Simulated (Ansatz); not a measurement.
## How far is PAW off for MgTe?

```
Mg Te
1.0
     4.67620    0.00000    0.00000
    -2.33810    4.04971    0.00000
     0.00000    0.00000    7.39500
Mg Te
2 2
Direct
  0.33333 0.66667 0.00000
  0.66667 0.33333 0.50000
  0.33333 0.66667 0.37000
  0.66667 0.33333 0.87000
```

Atom numbers follow the list: Mg1, Mg2, Te3, Te4.

Conventional cell: a = 4.676 Å, b = 4.676 Å, c = 7.395 Å, α = 90.00°, β = 90.00°, γ = 120.00°. Mg (atom 1) has 4 Te at 2.74 to 2.87 Å as nearest neighbours. Te (atom 3) has 4 Mg at 2.74 to 2.87 Å as nearest neighbours.

The cell is COD entry 1538744, as deposited and not checked against the literature; nothing was relaxed. The listed cell was then made from it by scaling, straining or moving an atom.

No spin–orbit coupling, which matters for the heavy atoms here.

Levels of theory: DFT, PBE, PAW with Ansatz's default frozen-core files, scalar-relativistic (Ansatz 0.2.0); DFT, PBE, all-electron LAPW, scalar-relativistic (Ansatz 0.2.0).

For PAW: a Γ-centred 9×9×5 k mesh, Fermi–Dirac smearing of 0.03 eV, cutoff 420 eV, no spin polarisation. LAPW targets a basis error of 0.5 meV/atom. The Ansatz runs share mesh, smearing and spin set-up. Plane-wave (PAW) pressures include the program's estimate of the Pulay term.

Stress and pressure are positive in compression.

The change that made this cell: equal xx and yy strain of +3 %.

PAW results:

```csv
quantity,PAW
pressure (GPa),-0.35
stress xx (GPa),-1.27
stress zz (GPa),1.51
"force on Mg1, z (eV/Å)",-0.379
"force on Te3, z (eV/Å)",0.379
band gap (eV),2.311
```

**Question.** What does all-electron LAPW give for the same quantities?

**Answer.** 
```json
{"quantity": "pressure (GPa)", "LAPW": "-0.34"}
{"quantity": "stress xx (GPa)", "LAPW": "-1.27"}
{"quantity": "stress zz (GPa)", "LAPW": "1.51"}
{"quantity": "force on Mg1, z (eV/Å)", "LAPW": "-0.379"}
{"quantity": "force on Te3, z (eV/Å)", "LAPW": "0.379"}
{"quantity": "band gap (eV)", "LAPW": "2.307"}
```
